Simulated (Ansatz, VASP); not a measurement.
## One calculation of C, two programs

```
C
1.0
     2.48543    0.00000    0.00000
    -1.24272    2.13536    0.00000
     0.00000    0.00000   26.00000
C
2
Direct
  0.00013 0.00027 0.50000
  0.66653 0.33307 0.50000
```

Change from the starting cell: strain along x +0.008, atoms relaxed.

Alike in both runs: functional PBE; dispersion D3(BJ); k mesh 21 × 21 × 1; occupations gaussian, width 0.1 eV; no spin polarisation.

Ansatz relaxed the structure, and its values are those at the end. VASP's run is a single point on that final structure, the one shown.

```csv
,VASP,Ansatz
version,VASP 6.6.1,Ansatz 0.2.0
potentials or method,"VASP PAW PBE potentials, release 64 (C)","scalar-relativistic, plane waves, PAW"
plane-wave cutoff (eV),520,420
valence electrons in the cell,8,8
```

|  | VASP | Ansatz | Ansatz less VASP |
| --- | --- | --- | --- |
| gap on the k mesh at the Fermi level (eV) | 0.09 | 0.09 | 0.000 |
| least direct gap on the mesh (eV) | 0.09 | 0.09 | 0.000 |

Ansatz warned: «stress_scf_threshold_loose».
